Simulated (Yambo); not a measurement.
A run of Yambo 5.3.0:

File g0w00.in:

```
gw0
dyson
el_el_corr
rim_cut
HF_and_locXC
ppa
em1d
RandQpts= 1000000
RandGvec= 50 RL
EXXRLvcs= 90 Ry
VXCRLvcs= 90 Ry
Chimod= "HARTREE"
% BndsRnXp
 1 | 142 |
%
NGsBlkXp= 12 Ry
% LongDrXp
 1 | 1 | 1 |
%
PPAPntXp= 27.21138 eV
% GbndRnge
 1 | 142 |
%
GTermKind= "BG"
DysSolver= "n"
ExtendOut
% QPkrange
 1 | 1 | 22 | 24 |
 8 | 8 | 22 | 24 |
%
```

The input scf.in:

```
&CONTROL
  calculation = 'scf'
  prefix = 'pwscf'
  outdir = './tmp'
  pseudo_dir = './pseudo'
/
&SYSTEM
  ibrav = 0
  nat = 2
  ntyp = 2
  ecutwfc = 90
  nbnd = 31
  occupations = 'smearing'
  smearing = 'fd'
  degauss = 0.00367493
  force_symmorphic = .true.
/
&ELECTRONS
  conv_thr = 4d-10
  electron_maxstep = 120
  mixing_beta = 0.5
/
ATOMIC_SPECIES
Hg   200.5920 Hg.upf
Te   127.6000 Te.upf
CELL_PARAMETERS angstrom
   0.0000000000    3.2145000000    3.2145000000
   3.2145000000    0.0000000000    3.2145000000
   3.2145000000    3.2145000000    0.0000000000
ATOMIC_POSITIONS angstrom
Hg     0.0000000000    0.0000000000    0.0000000000
Te     4.8217500000    4.8217500000    4.8217500000
K_POINTS automatic
8 8 8 0 0 0
```

nscf.in

```
&CONTROL
  calculation = 'nscf'
  prefix = 'pwscf'
  outdir = './tmp'
  pseudo_dir = './pseudo'
/
&SYSTEM
  ibrav = 0
  nat = 2
  ntyp = 2
  ecutwfc = 90
  nbnd = 142
  occupations = 'smearing'
  smearing = 'fd'
  degauss = 0.00367493
  force_symmorphic = .true.
/
&ELECTRONS
  conv_thr = 1d-08
  diago_full_acc = .true.
  diago_thr_init = 1d-06
/
ATOMIC_SPECIES
Hg   200.5920 Hg.upf
Te   127.6000 Te.upf
CELL_PARAMETERS angstrom
   0.0000000000    3.2145000000    3.2145000000
   3.2145000000    0.0000000000    3.2145000000
   3.2145000000    3.2145000000    0.0000000000
ATOMIC_POSITIONS angstrom
Hg     0.0000000000    0.0000000000    0.0000000000
Te     4.8217500000    4.8217500000    4.8217500000
K_POINTS automatic
4 4 4 0 0 0
```

Potentials or basis: PseudoDojo 0.4 SR PBEsol stringent.

Command:

```sh
$ OMP_NUM_THREADS=1 pw.x -in scf.in > scf.out
$ OMP_NUM_THREADS=1 pw.x -in nscf.in > nscf.out
$ cd tmp/pwscf.save; p2y; mv SAVE ../..; cd ../..
$ OMP_NUM_THREADS=1 yambo
$ OMP_NUM_THREADS=1 yambo -F g0w00.in -J g0w00 -C g0w00_out
```

Hardware: 1 thread of Arm Neoverse V2, on a shared host.

Q: Estimate the wall time of this run.

A: Wall time 18 min on 1 thread of Arm Neoverse V2 (shared host).
